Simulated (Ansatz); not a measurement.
Runs of Ansatz 0.2.0 on HfB2. It takes space group P6/mmm (No. 191, hexagonal). The conventional cell has a = 3.140 Å, b = 3.140 Å, c = 3.480 Å, α = 90.00°, β = 90.00°, γ = 120.00°. Around Hf (site symmetry 6/mmm) lie 12 B at 2.51 Å. B (site symmetry -6m2) is surrounded by 3 B at 1.81 Å. 

```csv
task,level,spin,U,cell,k mesh,cutoff (eV),smearing,hubbard projectors,double counting,atoms under strain,points for each segment of the path,gap on the mesh (eV),pressure (GPa)
relaxation of cell and atoms,revPBE,off,-,relaxed,10 × 10 × 8,420,fermi-dirac 0.05 eV,-,-,-,-,-,0.0
electron localisation function,LDA+U,off,Hf d U = 4.0 eV,as given,10 × 10 × 8,420,tetrahedron,ortho-atomic (the default),fll (the default),-,-,none,-6.2
elastic constants,LDA,off,-,as given,7 × 7 × 6,420,fermi-dirac 0.05 eV,-,-,relaxed,-,none,-10.2
single point,PBE,off,-,as given,10 × 10 × 8,420,gaussian 0.1 eV,-,-,-,-,none,1.4
band structure,PBEsol,"SOC, no magnetisation",-,as given,7 × 7 × 6,420,fermi-dirac 0.05 eV,-,-,-,14,none,(b)
band structure,BLYP,off,-,as given,10 × 10 × 8,420,fermi-dirac 0.05 eV,-,-,-,14,none,(a)
phonons,LDA,off,-,as given,7 × 7 × 6,420,fermi-dirac 0.05 eV,-,-,-,-,none,-
band structure,r2SCAN,off,-,as given,10 × 10 × 8,500,fermi-dirac 0.05 eV,-,-,-,14,none,-0.6
```

Alike in all rows: potentials or basis Ansatz PAW.

Q: Estimate the missing entries.

A: (a) 7.8; (b) -4.7.

Caveats: the PAW data sets come from PBE, with cores solved anew for the run's functional, which leaves a small shift of forces and pressure (some runs); spin-orbit coupling is left out, which moves the levels of the heavy elements (some runs); the plane-wave basis is chosen anew once the cell has moved, so the energies of steps on either side of that aren't comparable (some runs); U without spin polarisation on a metal has little footing (some runs); the U is typed as a test and isn't derived for this compound (some runs); with tetrahedron occupations forces and stress needn't match the slope of the energy (some runs); the cell is more than 3 GPa from zero pressure, which shifts response properties (some runs).

A k mesh can miss the band edges, and rows without SOC leave out spin-orbit coupling on Hf.

A gap of «none» marks a metal or a gap under the smearing width.
